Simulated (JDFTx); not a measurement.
**MoS2 in JDFTx: the effect of Hubbard term**

Crystal: MoS2.

```
Mo S
1.0
     1.58000    0.91221    6.15000
    -1.58000    0.91221    6.15000
     0.00000   -1.82443    6.15000
Mo S
1 2
Direct
  0.00000 0.00000 0.00000
  0.41700 0.41700 0.41700
  0.25000 0.25000 0.25000
```

Measurements of this composition are mostly on another form, of space group No. 194.

Alike in all runs:

| Quantity | Value |
| --- | --- |
| Program | JDFTx 1.7.0 (patched build) |
| Task | density of states |
| Functional | PBE |
| Potentials or basis | PseudoDojo-SR-PBE-0.5-standard with smoothed tails |
| Cutoff | 1088 eV |
| Density cutoff | 8708 eV |
| k mesh | 6 × 6 × 6 |
| Occupations | fermi-dirac, width 0.05 eV |
| Spin | no spin polarisation |
| Local potential set to -Z/r beyond | 6 bohr |
| Density cutoff over wavefunction cutoff | 8 |
| Max SCF steps | 100 |
| SCF threshold on the energy | 1e-08 Ha |
| Solver of the electrons | scf |
| Further solve for the empty bands | yes |
| Hubbard projectors | atomic pseudo-orbitals, not orthogonalised |

```csv
Hubbard term,gap on the mesh (eV),pressure (GPa),largest force (eV/Å)
none,0.93,5.4,0.54
Mo d U = 1 eV,0.94,4.3,0.42
Mo d U = 2 eV,0.95,3.1,0.31
Mo d U = 3 eV,0.95,1.9,0.19
Mo d U = 4 eV,0.96,0.7,0.08
Mo d U = 6 eV,0.97,-1.8,0.27
Mo d U = 8 eV,?,?,?
```

Task: What does the run with Hubbard term Mo d U = 8 eV give?

Result: gap on the mesh 0.97 eV; pressure -4.4 GPa; largest force 0.53 eV/Å.

Worked out: A straight line through the other rows of the gap on the mesh, of slope 0.00643 eV per eV, extrapolates to 0.98 eV, against the run's 0.97. A straight line through the other rows of the pressure, of slope -1.2 GPa per eV, extrapolates to -4.1 GPa, against the run's -4.4. A parabola through the other rows of the largest force, of slope 0.198 eV/Å per eV there, extrapolates to 0.54 eV/Å, against the run's 0.53.

Caveats: the empty levels aren't tightly converged.

A k mesh can miss the band edges.
